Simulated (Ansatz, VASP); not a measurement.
Two plane-wave programs on NaH

```
Na H
1.0
     0.00000    2.44000    2.44000
     2.44000    0.00000    2.44000
     2.44000    2.44000    0.00000
Na H
1 1
Direct
  0.00000 0.00000 0.00000
  0.50000 0.50000 0.50000
```

Alike in both runs: task single point; functional LDA; k mesh 6 × 6 × 6; occupations gaussian, width 0.1 eV; no spin polarisation.

|  | VASP | Ansatz |
| --- | --- | --- |
| version | VASP 6.6.1 | Ansatz 0.2.0 |
| potentials or method | VASP PAW LDA potentials, release 64 (Na_pv, H) | scalar-relativistic, plane waves, PAW |
| plane-wave cutoff (eV) | 520 | 420 |
| valence electrons in the cell | 8 | 10 |

|  | VASP | Ansatz | Ansatz less VASP |
| --- | --- | --- | --- |
| gap on the k mesh at the Fermi level (eV) | 3.41 | 3.41 | +0.001 |
| least direct gap on the mesh (eV) | 4.26 | 4.27 | +0.003 |
| pressure (GPa) | -2.7 | -2.6 | +0.09 |

The two sets of potentials don't hold the same shells in valence.

A k mesh can miss the band edges. As with any semilocal functional, this LDA gap is likely too small.
